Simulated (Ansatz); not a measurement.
A relaxation of cell and atoms of a 2-atom cell of CdSe (F-43m) from a materials database with Ansatz, at the level PBEsol. It starts from the PBE minimum.

```yaml
crystal:
  lattice:
    - [0.0, 3.0986163502, 3.0986163502]
    - [3.0986163502, 0.0, 3.0986163502]
    - [3.0986163502, 3.0986163502, 0.0]
  atoms:
    - { symbol: Cd, position: [0.0, 0.0, 0.0] }
    - { symbol: Se, position: [0.75, 0.75, 0.75] }
kpoints:
  mp_grid: { grid: [6, 6, 6] }
hamiltonian:
  xc: pbesol
scf:
  occupations: { method: fermi_dirac, width: 0.02 }
relax:
  f_tol: 0.005
  cell: {}
output:
  write_density: true
  write_potential: true
  elf: true
  volumetric_format: npy
```

In the abridged output below, numbers in square brackets stand for lines, or ends of lines, that were taken out.
```
Functional definition: PBEsol
  exchange = pbesol_x
  correlation = pbesol_c
Crystal: 2 atoms, lattice volume = 59.502 Å³
Basis set: ecut = 420 eV, 1211 PW (Γ)
Bands: 22, of which v1, the nominal top of the filled ones, is band 18 counted from 1 (17 counted from 0)
Symmetry: 24 space group operations
Space group: F-43m (ITA 216)
k-points: 16 of 216 (time reversal used)
relax step 1: F+E_penalty+E_count = -13609.37720166 eV  P = -2.566 GPa  Ω = 59.502 Å³
--- Relaxed structure (4 steps of the walk, 4 accepted, 1 SCFs on fresh bases) ---
[1]
```

Question: What stood in the gaps? They hold the relaxed structure.

Answer:
```
[1]
  F+E_penalty+E_count = -13609.40465071 eV
  cell:  # Å, volume = 56.2527 Å³
    - [0.000000, 3.041150, 3.041150]
    - [3.041150, 0.000000, 3.041150]
    - [3.041150, 3.041150, 0.000000]
  atoms:
    - { symbol: Cd, position: [0.000000, 0.000000, 0.000000] }
    - { symbol: Se, position: [0.750000, 0.750000, 0.750000] }
```
Only the leading digits can be foreseen; the rest is this run's record.

In 4 steps the volume changed by -5.5 %; between the first SCF and the last, each on a basis chosen for its cell, the energy fell by 13.7 meV an atom. Final cell: the symmetry is F-43m (No. 216, cubic); a = 6.082 Å in the conventional setting, 28.13 Å³ an atom. Cd has 4 Se at 2.63 Å; Se has 4 Cd at 2.63 Å.

Run as `ansatz run input.yaml --threads 2 --pin off --max-ram 29491MiB --backend cpu --events-out ev --progress --plain --runs-dir out`. It took 4.2 s on 2 threads of AMD EPYC 7R13 Processor (Zen 3), on a shared host, load about 1.9 per core; peak host memory 0.49 GiB.

The values are computed, spin-unpolarised, and not measurements.

Spin-orbit coupling is left out.
